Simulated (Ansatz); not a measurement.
# Co3Sn2: tests of the settings

The task here is to estimate one member of a computed series from the others.

Computed with Ansatz 0.2.0 (DFT PBEsol, scalar-relativistic, plane waves, PAW, unless a step's input says otherwise).

1 further run of the same task is left out (set aside as unsound or not needed). Runs told in other sessions of the task aren't counted.

## Starting point

The structure is hexagonal, space group P-6m2 (No. 187). The conventional cell has a = 4.223 Å, b = 4.223 Å, c = 5.067 Å, α = 90.00°, β = 90.00°, γ = 120.00°. Around Co (site symmetry 3m) lie 5 Co at 2.50 to 2.76 Å and 6 Sn at 2.74 to 2.76 Å. Co (site symmetry -6m2) is surrounded by 5 Sn at 2.44 to 2.53 Å and 6 Co at 2.76 Å. Sn (site symmetry -6m2) is surrounded by 8 Co at 2.53 to 2.74 Å. Sn (site symmetry -6m2) is surrounded by 9 Co at 2.44 to 2.76 Å.

As a file:

```cif
data_structure
_symmetry_space_group_name_H-M 'P 1'
_symmetry_Int_Tables_number 1
_cell_length_a 4.2230
_cell_length_b 4.2230
_cell_length_c 5.0669
_cell_angle_alpha 90.000
_cell_angle_beta 90.000
_cell_angle_gamma 120.000
_cell_volume 78.25
loop_
_atom_site_label
_atom_site_type_symbol
_atom_site_fract_x
_atom_site_fract_y
_atom_site_fract_z
_atom_site_occupancy
Co1 Co 0.00000 0.00000 0.74636 1
Co2 Co 0.00000 0.00000 0.25364 1
Co3 Co 0.66667 0.33333 0.00000 1
Sn1 Sn 0.66667 0.33333 0.50000 1
Sn2 Sn 0.33333 0.66667 0.00000 1
```

Source of the structure: the Materials Project (structure only). It is taken as it stands there.

## The base input

Contents of input.yaml:

```yaml
crystal:
  lattice:
    - [4.2229921449, 0.0, 0.0]
    - [-2.1114960725, 3.6572184775, 0.0]
    - [0.0, 0.0, 5.066854]
  atoms:
    - { symbol: Co, position: [0.0, 0.0, 0.746357], spin: 1.28 }
    - { symbol: Co, position: [0.0, 0.0, 0.253643], spin: 1.28 }
    - { symbol: Co, position: [0.66666667, 0.33333333, 0.0], spin: 0.61 }
    - { symbol: Sn, position: [0.66666667, 0.33333333, 0.5] }
    - { symbol: Sn, position: [0.33333333, 0.66666667, 0.0] }
basis:
  ecutwfc: 420
kpoints:
  mp_grid: { grid: [12, 12, 8] }
hamiltonian:
  xc: pbesol
scf:
  occupations: { method: gaussian, width: 0.1 }
output:
  forces: true
  stress: true
  eigenvalues: true
  populations: true
  write_density: true
  write_potential: true
  elf: true
  volumetric_format: npy
magnetization:
  spin_polarized: true
```

It was run beforehand and gave: -5435.6682 eV/atom at zero smearing, pressure -5.88 GPa, largest force 0.002 eV/Å, no gap on the mesh, site moments Co +1.14 (×2), Co +0.50 μB, in 17 SCF cycles and 5.2 min.

The first run:

Contents of input.yaml:

```yaml
crystal:
  lattice:
    - [4.2229921449, 0.0, 0.0]
    - [-2.1114960725, 3.6572184775, 0.0]
    - [0.0, 0.0, 5.066854]
  atoms:
    - { symbol: Co, position: [0.0, 0.0, 0.746357], spin: 1.25 }
    - { symbol: Co, position: [0.0, 0.0, 0.253643], spin: 1.25 }
    - { symbol: Co, position: [0.6666666667, 0.3333333333, 0.0], spin: 0.55 }
    - { symbol: Sn, position: [0.6666666667, 0.3333333333, 0.5] }
    - { symbol: Sn, position: [0.3333333333, 0.6666666667, 0.0] }
basis:
  ecutwfc: 420
kpoints:
  mp_grid: { grid: [1, 1, 1] }
hamiltonian:
  xc: pbesol
scf:
  occupations: { method: gaussian, width: 0.1 }
output:
  forces: true
  stress: true
  eigenvalues: true
  populations: true
magnetization:
  spin_polarized: true
```

The run is started by

```sh
$ ansatz run input.yaml --threads 1 --pin off --max-ram 2560MiB --backend cpu --events-out ev --progress --plain --runs-dir out
```

Among the steps run: K-point mesh: 1×1×1; K-point mesh set to 3×3×2; K-point mesh: 6×6×4; K-point mesh set to 6×6×6; K-point mesh set to 12×12×6; K-point mesh: 12×12×10.

One table of the session follows, with a row left open; its other results are not shown here.

It belongs to the step «What the k-point mesh changes». 

```
    mesh  ΔE (meV/atom)  pressure (GPa)  largest change of a force component (eV/Å)  cell moment (μB)
   1×1×1           1342            0.61                                       0.556              1.00
   3×3×2           5.30           -4.36                                       0.017              3.75
   6×6×4              ?               ?                                           ?                 ?
   6×6×6           0.06           -5.57                                       0.010              2.83
 12×12×6           0.10           -5.86                                       0.002              2.59
 12×12×8          -0.12           -5.88                                       0.000              2.58
12×12×10           0.00           -5.89                                       0.000              2.58
```

**Question.** Estimate the row for 6×6×4.

The run gave: ΔE (meV/atom): -0.10; pressure (GPa): -5.73; largest change of a force component (eV/Å): 0.008; cell moment (μB): 2.70. In the column «ΔE (meV/atom)» it lies between 12×12×8 (-0.12) and 12×12×10 (0.00).

Limits of these values: The error changes sign along the series, since a k mesh isn't variational, and a metal needs dense meshes to resolve its Fermi surface. Warnings in the runs' records: stability check not made.
